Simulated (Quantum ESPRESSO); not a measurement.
# Cd (P-1) in Quantum ESPRESSO: reference runs

How does Cd come out in PBE? The cell is run as given.

Program: Quantum ESPRESSO 7.5. These are calculated values, not measurements. Logs are shortened: lines on timing, memory, paths and dates and some standing lists are left out, and cuts for length are marked.

## 1. The crystal as given

The typed cell holds 1 atom: a = 3.090 Å, b = 3.203 Å, c = 3.052 Å, α = 60.46°, β = 62.65°, γ = 59.78°.

This isn't the form of Cd at room conditions, which is hcp.

## 2. Single point, PBE

pw.in

```
&CONTROL
  calculation = 'scf'
  prefix = 'pwscf'
  outdir = './tmp'
  pseudo_dir = './pseudo'
  tprnfor = .true.
  tstress = .true.
  disk_io = 'nowf'
/
&SYSTEM
  ibrav = 0
  nat = 1
  ntyp = 1
  ecutwfc = 60
  ecutrho = 480
  nbnd = 12
  occupations = 'smearing'
  smearing = 'fd'
  degauss = 0.00367493
/
&ELECTRONS
  conv_thr = 2d-10
  electron_maxstep = 120
  mixing_beta = 0.5
/
ATOMIC_SPECIES
Cd   112.4140 Cd.pbe-dn-rrkjus_psl.0.3.1.UPF
CELL_PARAMETERS angstrom
  -0.0271477600    2.1100613000    2.2577561500
   2.2463072000   -0.0521162300    2.2827246200
   2.2127512100    2.1014737800   -0.0185602400
ATOMIC_POSITIONS crystal
Cd     0.0000000000    0.0000000000    0.0000000000
K_POINTS automatic
10 10 10 0 0 0
```

Potentials or basis: SSSP 1.3 efficiency PBE.

Started as:

```sh
$ OMP_NUM_THREADS=1 pw.x -in pw.in > pw.out
```

pw.out:

```text
This program is part of the open-source Quantum ESPRESSO suite
     for quantum simulation of materials; please cite
         "P. Giannozzi et al., J. Phys.:Condens. Matter 21 395502 (2009);
         "P. Giannozzi et al., J. Phys.:Condens. Matter 29 465901 (2017);
         "P. Giannozzi et al., J. Chem. Phys. 152 154105 (2020);
     in publications or presentations arising from this work. More details at

     file Cd.pbe-dn-rrkjus_psl.0.3.1.UPF: wavefunction(s)  4D renormalized
     Message from routine setup:
     using ibrav=0 with symmetry is DISCOURAGED, use correct ibrav instead

     G-vector sticks info
     --------------------
     sticks:   dense  smooth     PW     G-vecs:    dense   smooth      PW
     Sum        1165     583    195                26093     9253    1771

     Using Slab Decomposition

     bravais-lattice index     =            0
     lattice parameter (alat)  =       5.8400  a.u.
     unit-cell volume          =     147.0768 (a.u.)^3
     number of atoms/cell      =            1
     number of atomic types    =            1
     number of electrons       =        12.00
     number of Kohn-Sham states=           12
     kinetic-energy cutoff     =      60.0000  Ry
     charge density cutoff     =     480.0000  Ry
     scf convergence threshold =      2.0E-10
     mixing beta               =       0.5000
     number of iterations used =            8  plain     mixing
     Exchange-correlation= PBE
                           (   1   4   3   4   0   0   0)

     celldm(1)=   5.840005  celldm(2)=   0.000000  celldm(3)=   0.000000
     celldm(4)=   0.000000  celldm(5)=   0.000000  celldm(6)=   0.000000

     crystal axes: (cart. coord. in units of alat)
               a(1) = (  -0.008785   0.682780   0.730571 )
               a(2) = (   0.726867  -0.016864   0.738651 )
               a(3) = (   0.716009   0.680001  -0.006006 )

     reciprocal axes: (cart. coord. in units 2 pi/alat)
               b(1) = ( -0.680075  0.722142  0.685712 )
               b(2) = (  0.678325 -0.708325  0.670145 )
               b(3) = (  0.699676  0.727926 -0.671895 )

     PseudoPot. # 1 for Cd read from file:
     Cd.pbe-dn-rrkjus_psl.0.3.1.UPF
     Pseudo is Ultrasoft + core correction, Zval = 12.0
     Generated using "atomic" code by A. Dal Corso  v.5.0.99 svn rev. 10869
     Using radial grid of 1239 points,  6 beta functions with:
                l(1) =   0
                l(2) =   0
                l(3) =   1
                l(4) =   1
                l(5) =   2
                l(6) =   2
     Q(r) pseudized with 0 coefficients

     atomic species   valence    mass     pseudopotential
     Cd               12.00   112.41400     Cd( 1.00)

      2 Sym. Ops., with inversion, found

   Cartesian axes

     site n.     atom                  positions (alat units)
         1        Cd     tau(   1) = (   0.0000000   0.0000000   0.0000000  )

     number of k points=   504  Fermi-Dirac smearing, width (Ry)=  0.0037

     Number of k-points >= 100: set verbosity='high' to print them.

     Dense  grid:    26093 G-vectors     FFT dimensions: (  45,  45,  45)

     Smooth grid:     9253 G-vectors     FFT dimensions: (  30,  30,  30)

     Initial potential from superposition of free atoms

     starting charge      11.9951, renormalised to      12.0000
     Starting wfcs are    9 randomized atomic wfcs +    3 random wfcs

     Self-consistent Calculation

     iteration #  1     ecut=    60.00 Ry     beta= 0.50
     Davidson diagonalization with overlap
     ethr =  1.00E-02,  avg # of iterations =  6.0

     Threshold (ethr) on eigenvalues was too large:
     Diagonalizing with lowered threshold

     Davidson diagonalization with overlap
     ethr =  1.29E-04,  avg # of iterations =  4.9

     total energy              =    -122.24090044 Ry
     estimated scf accuracy    <       0.01547001 Ry

     iteration #  2     ecut=    60.00 Ry     beta= 0.50
     Davidson diagonalization with overlap
     ethr =  1.29E-04,  avg # of iterations =  2.0

     total energy              =    -122.24589825 Ry
     estimated scf accuracy    <       0.00144312 Ry

     iteration #  3     ecut=    60.00 Ry     beta= 0.50
     Davidson diagonalization with overlap
     ethr =  1.20E-05,  avg # of iterations =  2.4

     total energy              =    -122.24615456 Ry
     estimated scf accuracy    <       0.00005380 Ry

     iteration #  4     ecut=    60.00 Ry     beta= 0.50
     Davidson diagonalization with overlap
     ethr =  4.48E-07,  avg # of iterations =  3.8

     total energy              =    -122.24617622 Ry
     estimated scf accuracy    <       0.00003030 Ry

     iteration #  5     ecut=    60.00 Ry     beta= 0.50
     Davidson diagonalization with overlap
     ethr =  2.52E-07,  avg # of iterations =  1.3

     total energy              =    -122.24618045 Ry
     estimated scf accuracy    <       0.00000102 Ry

     iteration #  6     ecut=    60.00 Ry     beta= 0.50
     Davidson diagonalization with overlap
     ethr =  8.46E-09,  avg # of iterations =  3.0

     total energy              =    -122.24618095 Ry
     estimated scf accuracy    <       0.00000001 Ry

     iteration #  7     ecut=    60.00 Ry     beta= 0.50
     Davidson diagonalization with overlap
     ethr =  1.18E-10,  avg # of iterations =  3.7

     total energy              =    -122.24618096 Ry
     estimated scf accuracy    <          2.1E-09 Ry

     iteration #  8     ecut=    60.00 Ry     beta= 0.50
     Davidson diagonalization with overlap
     ethr =  1.75E-11,  avg # of iterations =  2.0

     total energy              =    -122.24618096 Ry
     estimated scf accuracy    <          4.6E-10 Ry

     iteration #  9     ecut=    60.00 Ry     beta= 0.50
     Davidson diagonalization with overlap
     ethr =  3.83E-12,  avg # of iterations =  1.8

     End of self-consistent calculation

     Number of k-points >= 100: set verbosity='high' to print the bands.

     the Fermi energy is    11.0797 ev

!    total energy              =    -122.24618096 Ry
     estimated scf accuracy    <          7.0E-11 Ry
     smearing contrib. (-TS)   =      -0.00020206 Ry
     internal energy E=F+TS    =    -122.24597890 Ry

     The total energy is F=E-TS. E is the sum of the following terms:
     one-electron contribution =     -27.17815841 Ry
     hartree contribution      =      26.60040931 Ry
     xc contribution           =     -42.88892965 Ry
     ewald contribution        =     -78.77930015 Ry

     convergence has been achieved in   9 iterations

     Forces acting on atoms (cartesian axes, Ry/au):

     atom    1 type  1   force =     0.00000000    0.00000000    0.00000000

     Total force =     0.000000     Total SCF correction =     0.000000

     Computing stress (Cartesian axis) and pressure

          total   stress  (Ry/bohr**3)                   (kbar)     P=       21.90
   0.00013348   0.00002944   0.00000225           19.64        4.33        0.33
   0.00002944   0.00021814   0.00001799            4.33       32.09        2.65
   0.00000225   0.00001799   0.00009507            0.33        2.65       13.98

=------------------------------------------------------------------------------=
   JOB DONE.
=------------------------------------------------------------------------------=
```

Run time: 93 s. Hardware: 1 thread of Intel Xeon Platinum 8488C (Sapphire Rapids), shared host; peak memory 0.23 GiB.

What came out:

- Free energy: -1663.2440 eV
- Pressure: 2.2 GPa
- Band gap on the k mesh: none (metal or under the smearing width)

Stress tensor (GPa, compression positive):
```
1.96 0.43 0.03
0.43 3.21 0.26
0.03 0.26 1.40
```
